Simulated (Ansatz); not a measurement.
CaSe in the CsCl structure, relaxed with r2SCAN, was run in Ansatz under altered settings. All numbers are computed, without spin polarisation but where a row says otherwise.

```
Ca Se
1.0
     3.63478    0.00000    0.00000
     0.00000    3.63478    0.00000
     0.00000    0.00000    3.63478
Ca Se
1 1
Direct
  0.00000 0.00000 0.00000
  0.50000 0.50000 0.50000
```

The base run's other keys:
```yaml
kpoints:
  mp_grid: { grid: [4, 4, 4] }
hamiltonian:
  xc: hse06
scf:
  occupations: { method: fixed }
  n_extra_bands: 4
```

It takes 14 iterations with 925 plane waves at 420 eV and 10 k points, and leaves a mean stress of +0.42 GPa. The gap over this mesh is 1.529 eV. It ran on 4 threads of Arm Neoverse V1, on a shared host.

Outcomes, with energy and stress as changes against the base:
```tsv
setting	outcome	ΔF (meV/atom)	Δ mean stress (GPa)	gap on the mesh (eV)	iterations	wall time
hamiltonian.xc: hiss	refused	–	–	–	–	0.7 s
PBE hybrid, exx coeff 0.4, omega 0.2078 1/Å	converged	–	-0.3	2.031	17	6.2 s
PBE hybrid, exx coeff 0.05, omega 0.1 1/Å	converged	–	+0.5	0.951	12	5 s
PBE hybrid, exx coeff 0.5, omega 0.5 1/Å	converged	–	-0.1	1.476	17	6.3 s
scf.occupations: gaussian 0.2	converged	0.0	0.0	1.529	14	5.6 s
scf.occupations: methfessel_paxton 0.5	converged	+0.5	0.0	1.530	18	5.9 s
```
A dash marks a value that wasn't obtained or can't be compared. Stress is positive in compression. The base took 5.6 s.

- hamiltonian.xc: hiss. The program doesn't start. Error: inconsistent input (scf.exx.singularity, hamiltonian.xc): left to auto with a screened hybrid — auto would keep the own limit of the kernel of several ranges that all end (none), and with it the interaction's periodic images, which move energies and levels by what the mesh and the cell leave; type `singularity […]
- PBE hybrid, exx coeff 0.4, omega 0.2078 1/Å. That is 40 % exact exchange, screened with ω = 0.2078 1/Å, against HSE06's 25 % screened at 0.208 1/Å. The mean stress moves by -0.3 GPa and the gap on the mesh by +0.502 eV (to 2.031). Totals of different functionals aren't comparable.
- PBE hybrid, exx coeff 0.05, omega 0.1 1/Å. That is 5 % exact exchange, screened with ω = 0.1 1/Å, against HSE06's 25 % screened at 0.208 1/Å. The mean stress moves by +0.5 GPa and the gap on the mesh by -0.579 eV (to 0.951). Totals of different functionals aren't comparable. The program warns that on this mesh the truncation of the exchange isn't bounded, so part of the change can be an error of the mesh.
- PBE hybrid, exx coeff 0.5, omega 0.5 1/Å. That is 50 % exact exchange, screened with ω = 0.5 1/Å, against HSE06's 25 % screened at 0.208 1/Å. The mean stress moves by -0.1 GPa and the gap on the mesh by -0.053 eV (to 1.476). Totals of different functionals aren't comparable.

Within 1 meV an atom, 0.1 GPa and 0.005 eV of the base stay: scf.occupations: gaussian 0.2; scf.occupations: methfessel_paxton 0.5.

The runs are scalar-relativistic, without spin-orbit coupling.

The stress of a hybrid is loosely converged in these runs.

The meshes of the hybrids are coarse, so their gaps aren't converged to the digits shown.
